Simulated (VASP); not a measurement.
# Te (R-3m) in VASP: a series of runs, part 2 of 2

VASP 6.6.1.

### 3 Relaxation of cell and atoms, PBEsol, target pressure 2 GPa, at which the enthalpy is minimised

INCAR

```
SYSTEM = Te
  ALGO = Normal
  EDIFF = 1E-7
  EDIFFG = -0.02
  ENCUT = 600
  GGA = PS
  IBRION = 2
  ISIF = 3
  ISMEAR = -1
  LASPH = .True.
  LCHARG = .False.
  LREAL = .False.
  LWAVE = .False.
  NELM = 60
  NSW = 40
  PREC = Accurate
  PSTRESS = 20
  SIGMA = 0.05
```

KPOINTS

```
k-points
0
Gamma
  9 9 9
  0 0 0
```

POSCAR

```
Te
1.0
    2.3059043427      1.3313144930      1.6909537039
   -2.3059043427      1.3313144930      1.6909537039
    0.0000000000     -2.6626289860      1.6909537039
Te
1
Direct
    0.5000000000      0.5000000000      0.5000000000
```

Potentials or basis: VASP PAW PBE potentials, release 64 (Te).

The run is started by

```bash
> cat potpaw_PBE.64/Te/POTCAR > POTCAR
> mpirun -np 1 vasp_std > vasp.out
```

It took 2 min on 1 thread of AMD EPYC 7R43 (Zen 3), shared host; peak memory 0.15 GiB.

It converged, with:

```
Free energy                                            : -3.4983 eV
Relaxed volume                                         : 29.97 Å³/atom
Relaxed cell                                           : a = 3.119 Å, b = 3.119 Å, c = 3.119 Å, α = 95.06°, β = 95.06°, γ = 95.06°
Space group after relaxing (to 0.05 Å)                 : R-3m (No. 166)
Energy change on relaxing (the enthalpy is what falls) : +6.8 meV/atom
Ionic steps                                            : 6
Pressure after relaxing                                : 2.0 GPa
Band gap on the k mesh                                 : none (metal or under the smearing width)
```

Stress tensor (GPa, compression positive):
```
2.03 0.00 0.00
0.00 2.03 0.00
0.00 0.00 1.91
```

The path:
```tsv
step	energy change (eV)	largest force (eV/Å)	pressure (GPa)	volume (Å³)
1	0.0000	0.0000	-0.04	31.15
2	0.0194	0.0000	3.77	29.39
3	0.0059	0.0000	1.99	30.14
4	0.0060	0.0000	1.99	30.13
5	0.0061	0.0000	2.00	30.08
6	0.0068	0.0000	1.99	29.97
```

Final structure:
```yaml
crystal:
  lattice:
    - [2.30066, 1.32829, 1.63439]
    - [-2.30066, 1.32829, 1.63439]
    - [0.00000, -2.65657, 1.63439]
  atoms:
    - { symbol: Te, position: [0.50000, 0.50000, 0.50000] }
```

Levels at points of the mesh, in eV from the Fermi level:
```csv
k point,band 1,band 2,band 3,band 4,band 5,band 6
"(0.00, 0.00, 0.00)",-14.27,0.98,1.59,1.59,6.10,6.10
```

Caveat: the cell is relaxed towards a set pressure, so the enthalpy falls and the energy may rise; the PAW data sets were made with another functional, which shifts forces and pressure a little. Spin-orbit coupling is left out, which matters for the levels of Te.

### 4 Relaxation of cell and atoms, PBEsol, target pressure 5 GPa, at which the enthalpy is minimised

Edit INCAR of step 3 so:

```diff
@@ -16,3 +16,3 @@
   PREC = Accurate
-  PSTRESS = 20
+  PSTRESS = 50
   SIGMA = 0.05
```

KPOINTS is that of step 3.

POSCAR is that of step 3.

The run is started by

```bash
> cat potpaw_PBE.64/Te/POTCAR > POTCAR
> mpirun -np 1 vasp_std > vasp.out
```

It took 3.6 min on 1 thread of AMD EPYC 7R43 (Zen 3), shared host; peak memory 0.17 GiB.

The run converged. Its results:

| Item | Value |
| --- | --- |
| Free energy | -3.4459 eV |
| Relaxed volume | 27.46 Å³/atom |
| Relaxed cell | a = 3.079 Å, b = 3.079 Å, c = 3.079 Å, α = 100.64°, β = 100.64°, γ = 100.64° |
| Space group after relaxing (to 0.05 Å) | R-3m (No. 166) |
| Energy change on relaxing (the enthalpy is what falls) | +59.3 meV/atom |
| Ionic steps | 12 |
| Pressure after relaxing | 5.0 GPa |
| Band gap on the k mesh | none (metal or under the smearing width) |

Stress tensor (GPa, compression positive):
```
5.04 0.00 0.00
0.00 5.04 0.00
0.00 0.00 4.95
```

Step by step:
```tsv
step	energy change (eV)	largest force (eV/Å)	pressure (GPa)	volume (Å³)
1	0.0000	0.0000	-0.04	31.15
2	0.1320	0.0000	11.48	26.93
3	0.0314	0.0000	4.93	28.94
4	0.0328	0.0000	5.05	28.90
5	0.0329	0.0000	5.05	28.85
6	0.0338	0.0000	5.04	28.70
7	0.0401	0.0000	4.95	28.35
8	0.0595	0.0000	4.69	27.45
9	0.0545	0.0000	4.78	27.62
10	0.0562	0.0000	4.76	27.56
11	0.0842	0.0000	6.94	26.77
12	0.0593	0.0000	5.01	27.46
```

Final structure:
```cif
data_structure
_symmetry_space_group_name_H-M 'P 1'
_symmetry_Int_Tables_number 1
_cell_length_a 3.0788
_cell_length_b 3.0788
_cell_length_c 3.0788
_cell_angle_alpha 100.640
_cell_angle_beta 100.640
_cell_angle_gamma 100.640
_cell_volume 27.46
loop_
_atom_site_label
_atom_site_type_symbol
_atom_site_fract_x
_atom_site_fract_y
_atom_site_fract_z
_atom_site_occupancy
Te1 Te 0.50000 0.50000 0.50000 1
```

Levels at points of the mesh, in eV from the Fermi level:
```csv
k point,band 1,band 2,band 3,band 4,band 5,band 6,band 7
"(0.00, 0.00, 0.00)",-14.74,1.17,2.50,2.50,6.86,6.86,7.72
```

Caveat: the cell is relaxed towards a set pressure, so the enthalpy falls and the energy may rise; the PAW data sets were made with another functional, which shifts forces and pressure a little. The run has no spin-orbit coupling, so splittings on Te are missing.

### 5 Relaxation of cell and atoms, PBEsol, target pressure 10 GPa, at which the enthalpy is minimised

Edit INCAR of step 4 so:

```diff
@@ -16,3 +16,3 @@
   PREC = Accurate
-  PSTRESS = 50
+  PSTRESS = 100
   SIGMA = 0.05
```

KPOINTS is that of step 4.

POSCAR is that of step 4.

The run is started by

```bash
> cat potpaw_PBE.64/Te/POTCAR > POTCAR
> mpirun -np 1 vasp_std > vasp.out
```

Run time: 5.8 min. Hardware: 1 thread of AMD EPYC 7R43 (Zen 3), shared host; peak memory 0.15 GiB.

It converged, with:

* Free energy: -3.3562 eV
* Relaxed volume: 25.45 Å³/atom
* Relaxed cell: a = 3.029 Å, b = 3.029 Å, c = 3.029 Å, α = 102.51°, β = 102.51°, γ = 102.51°
* Space group after relaxing (to 0.05 Å): R-3m (No. 166)
* Energy change on relaxing (the enthalpy is what falls): +149.0 meV/atom
* Ionic steps: 15
* Pressure after relaxing: 10.0 GPa
* Band gap on the k mesh: none (metal or under the smearing width)

Stress tensor (GPa, compression positive):
```
10.08  0.00  0.00
 0.00 10.08  0.00
 0.00  0.00  9.92
```

The path:
| step | energy change (eV) | largest force (eV/Å) | pressure (GPa) | volume (Å³) |
| --- | --- | --- | --- | --- |
| 1 | 0.0000 | 0.0000 | -0.04 | 31.15 |
| 2 | 0.6311 | 0.0000 | 33.48 | 23.15 |
| 3 | 0.0967 | 0.0000 | 9.48 | 27.47 |
| 4 | 0.1037 | 0.0000 | 9.89 | 27.36 |
| 5 | 0.1082 | 0.0000 | 10.15 | 27.28 |
| 6 | 0.1082 | 0.0000 | 10.19 | 27.19 |
| 7 | 0.1123 | 0.0000 | 10.22 | 26.87 |
| 8 | 0.1252 | 0.0000 | 9.98 | 26.03 |
| 9 | 0.3450 | 0.0000 | 13.63 | 23.54 |
| 10 | 0.1927 | 0.0000 | 10.22 | 24.91 |
| 11 | 0.1393 | 0.0000 | 9.83 | 25.62 |
| 12 | 0.1495 | 0.0000 | 9.87 | 25.44 |
| 13 | 0.1464 | 0.0000 | 9.86 | 25.49 |
| 14 | 0.1623 | 0.0000 | 10.83 | 25.24 |
| 15 | 0.1490 | 0.0000 | 10.03 | 25.45 |

Final structure:
```
Te
1.0
     2.36229    1.36387    1.31649
    -2.36229    1.36387    1.31649
     0.00000   -2.72774    1.31649
Te
1
Direct
  0.50000 0.50000 0.50000
```

Levels at points of the mesh, in eV from the Fermi level:
| k point | band 1 | band 2 | band 3 | band 4 | band 5 | band 6 |
| --- | --- | --- | --- | --- | --- | --- |
| (0.00, 0.00, 0.00) | -15.21 | 1.63 | 3.19 | 3.19 | 7.44 | 7.44 |

Caveat: the cell is relaxed towards a set pressure, so the enthalpy falls and the energy may rise; the volume moved by over 15 % at a fixed basis, so the end points are rough; the PAW data sets were made with another functional, which shifts forces and pressure a little. Spin-orbit coupling is left out, which matters for the levels of Te.

### 6 Relaxation of cell and atoms, PBEsol, target pressure 20 GPa, at which the enthalpy is minimised

Edit INCAR of step 5 so:

```diff
@@ -16,3 +16,3 @@
   PREC = Accurate
-  PSTRESS = 100
+  PSTRESS = 200
   SIGMA = 0.05
```

KPOINTS is that of step 5.

POSCAR is that of step 5.

Potentials or basis: VASP PAW PBE potentials, release 64 (Te).

The run is started by

```bash
> cat potpaw_PBE.64/Te/POTCAR > POTCAR
> mpirun -np 1 vasp_std > vasp.out
```

Run time: 5.5 min. Hardware: 1 thread of AMD EPYC 7R43 (Zen 3), shared host; peak memory 0.15 GiB.

It converged, with:

```
Free energy                                            : -3.1414 eV
Relaxed volume                                         : 23.04 Å³/atom
Relaxed cell                                           : a = 2.958 Å, b = 2.958 Å, c = 2.958 Å, α = 104.10°, β = 104.10°, γ = 104.10°
Space group after relaxing (to 0.05 Å)                 : R-3m (No. 166)
Energy change on relaxing (the enthalpy is what falls) : +363.7 meV/atom
Ionic steps                                            : 14
Pressure after relaxing                                : 20.0 GPa
Band gap on the k mesh                                 : none (metal or under the smearing width)
```

The path:
```
step  energy change (eV)  largest force (eV/Å)  pressure (GPa)  volume (Å³)
   1              0.0000                0.0000           -0.04        31.15
   2              3.6052                0.0000          138.60        16.68
   3              0.2295                0.0000           16.43        25.80
   4              0.2803                0.0000           18.81        25.34
   5              0.3069                0.0000           20.01        25.12
   6              0.3052                0.0000           20.16        24.99
   7              0.2997                0.0000           19.79        24.47
   8              0.3911                0.0000           19.80        22.88
   9              0.3296                0.0000           18.99        23.35
  10              0.3566                0.0000           19.32        23.11
  11              0.3389                0.0000           19.08        23.25
  12              0.3475                0.0000           19.21        23.18
  13              0.4701                0.0000           24.93        22.28
  14              0.3637                0.0000           19.98        23.04
```

Final structure:
```cif
data_structure
_symmetry_space_group_name_H-M 'P 1'
_symmetry_Int_Tables_number 1
_cell_length_a 2.9577
_cell_length_b 2.9577
_cell_length_c 2.9577
_cell_angle_alpha 104.096
_cell_angle_beta 104.096
_cell_angle_gamma 104.096
_cell_volume 23.04
loop_
_atom_site_label
_atom_site_type_symbol
_atom_site_fract_x
_atom_site_fract_y
_atom_site_fract_z
_atom_site_occupancy
Te1 Te 0.50000 0.50000 0.50000 1
```

Levels at points of the mesh, in eV from the Fermi level:
```tsv
k point	band 1	band 2	band 3	band 4	band 5	band 6	band 7
(0.00, 0.00, 0.00)	-16.05	2.25	3.97	3.97	8.05	8.05	9.60
```

Caveat: the cell is relaxed towards a set pressure, so the enthalpy falls and the energy may rise; the volume moved by over 15 % at a fixed basis, so the end points are rough; the PAW data sets were made with another functional, which shifts forces and pressure a little. Spin-orbit coupling is left out, which matters for the levels of Te.

### 7 For comparison

An earlier run on the cell as given: functional PBE; potentials or basis VASP PAW PBE potentials, release 64 (Te); cutoff 520 eV; k mesh 9 × 9 × 9; occupations fermi-dirac, width 0.05 eV; no spin polarisation.

* Pressure: 2.6 GPa
* Band gap on the k mesh: none (metal or under the smearing width)

### 8 The runs side by side

```tsv
task	level	spin	cell	k mesh	cutoff (eV)	target pressure	gap on the mesh (eV)	pressure (GPa)
relaxation of cell and atoms	PBEsol	SOC, no magnetisation	relaxed	7 × 7 × 7	600	-	-	0.0
relaxation of cell and atoms	PBEsol	off	relaxed to 2 GPa	9 × 9 × 9	600	2 GPa	none	2.0
relaxation of cell and atoms	PBEsol	off	relaxed to 5 GPa	9 × 9 × 9	600	5 GPa	none	5.0
relaxation of cell and atoms	PBEsol	off	relaxed to 10 GPa	9 × 9 × 9	600	10 GPa	none	10.0
relaxation of cell and atoms	PBEsol	off	relaxed to 20 GPa	9 × 9 × 9	600	20 GPa	none	20.0
single point	PBE	off	as given	9 × 9 × 9	520	-	none	2.6
```

Alike in all rows: potentials or basis VASP PAW PBE potentials, release 64 (Te); smearing fermi-dirac 0.05 eV.

Caveats: the PAW data sets were made with another functional, which shifts forces and pressure a little (some runs); the cell is relaxed towards a set pressure, so the enthalpy falls and the energy may rise (some runs); the volume moved by over 15 % at a fixed basis, so the end points are rough (some runs).

Total energies depend on the potentials used, so only differences within one code and one set of settings carry meaning.
